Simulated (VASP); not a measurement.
Write the native input for VASP 6.6.1 that does the following.

```yaml
Task: band structure
Functional: r2SCAN
Potentials_or_basis: VASP PAW PBE potentials, release 64 (Cd, O)
Cutoff: 520 eV
k_mesh: 8 × 8 × 8
Occupations: gaussian, width 0.02 eV
Spin: no spin polarisation
Further_INCAR_settings: ALGO = Normal; EDIFF = 1e-06; NBANDS = 16
```

The structure of CdO (Monteponite) lies in POSCAR:

```
CdO
1.0
    0.0000000000      2.3476500000      2.3476500000
    2.3476500000      0.0000000000      2.3476500000
    2.3476500000      2.3476500000      0.0000000000
Cd O
1 1
Direct
    0.0000000000      0.0000000000      0.0000000000
    0.5000000000      0.5000000000      0.5000000000
```

The input as run:

INCAR

```
SYSTEM = CdO
  ALGO = Normal
  EDIFF = 1E-6
  ENCUT = 520
  ISIF = 2
  ISMEAR = 0
  LASPH = .True.
  LCHARG = .False.
  LMIXTAU = .True.
  LREAL = .False.
  LWAVE = .False.
  METAGGA = R2SCAN
  NBANDS = 16
  NELM = 100
  PREC = Accurate
  SIGMA = 0.02
```

KPOINTS

```
k-points
0
Gamma
  8 8 8
  0 0 0
```

KPOINTS_OPT

```
path GXWKGLUWLK,UX
15
line-mode
reciprocal
 0.0000000000  0.0000000000  0.0000000000  G
 0.5000000000  0.0000000000  0.5000000000  X

 0.5000000000  0.0000000000  0.5000000000  X
 0.5000000000  0.2500000000  0.7500000000  W

 0.5000000000  0.2500000000  0.7500000000  W
 0.3750000000  0.3750000000  0.7500000000  K

 0.3750000000  0.3750000000  0.7500000000  K
 0.0000000000  0.0000000000  0.0000000000  G

 0.0000000000  0.0000000000  0.0000000000  G
 0.5000000000  0.5000000000  0.5000000000  L

 0.5000000000  0.5000000000  0.5000000000  L
 0.6250000000  0.2500000000  0.6250000000  U

 0.6250000000  0.2500000000  0.6250000000  U
 0.5000000000  0.2500000000  0.7500000000  W

 0.5000000000  0.2500000000  0.7500000000  W
 0.5000000000  0.5000000000  0.5000000000  L

 0.5000000000  0.5000000000  0.5000000000  L
 0.3750000000  0.3750000000  0.7500000000  K

 0.6250000000  0.2500000000  0.6250000000  U
 0.5000000000  0.0000000000  0.5000000000  X
```

Potentials or basis: VASP PAW PBE potentials, release 64 (Cd, O).

The run is started by

```bash
$ cat potpaw_PBE.64/Cd/POTCAR potpaw_PBE.64/O/POTCAR > POTCAR
$ mpirun -np 1 vasp_std > vasp.out
```

It gave:

The pressure is 2.9 GPa. The band gap on the k mesh is 0.08 eV, indirect (least direct gap 1.44 eV) and the band gap along the path is 0.08 eV, indirect (least direct gap 1.44 eV).

Caveat: the PAW data sets were made with another functional, which shifts forces and pressure a little.

Wall time 92 s on 1 thread of Intel(R) Xeon(R) 6975P-C (Granite Rapids), with other jobs on the host, peak memory 0.18 GiB.
